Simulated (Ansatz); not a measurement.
Clamped-ion strain scan in AlN

Method: Ansatz, DFT r2SCAN, scalar-relativistic, plane waves, PAW. The runs took a 500 eV cutoff, a Γ-centred 10×10×10 mesh and Gaussian smearing (0.05 eV). No spin polarisation. Energies are free energies at this smearing, counted from the undisturbed cell; pressure is positive in compression.

The starting cell (as given, not relaxed at this level; it stands at 0.3 GPa; this zinc-blende form isn't the usual structure):

```yaml
crystal:
  lattice:
    - [0.00000, 2.18399, 2.18399]
    - [2.18399, 0.00000, 2.18399]
    - [2.18399, 2.18399, 0.00000]
  atoms:
    - { symbol: Al, position: [0.00000, 0.00000, 0.00000] }
    - { symbol: N, position: [0.75000, 0.75000, 0.75000] }
```

The cell is strained by ε times the Voigt pattern (0, 0, 1, 0, 0, 0) (xx, yy, zz, yz, xz, xy; engineering shear) with fractional coordinates fixed.

| ε | ΔE (meV/atom) |
| --- | --- |
| -0.1000 | 103.9 |
| -0.0750 | 58.6 |
| -0.0500 | 26.2 |
| -0.0250 | 6.7 |
| 0.0000 | 0.0 |
| 0.0250 | 5.8 |
| 0.0500 | 23.9 |
| 0.0750 | 54.0 |
| 0.0875 | 73.5 |
| 0.1000 | 95.8 |

Question: Predict the pressure (GPa) at each point.

Answer:
| ε | pressure (GPa) |
| --- | --- |
| -0.1000 | 26.2 |
| -0.0750 | 18.7 |
| -0.0500 | 12.0 |
| -0.0250 | 5.8 |
| 0.0000 | 0.3 |
| 0.0250 | -4.8 |
| 0.0500 | -9.3 |
| 0.0750 | -13.3 |
| 0.0875 | -15.2 |
| 0.1000 | -17.0 |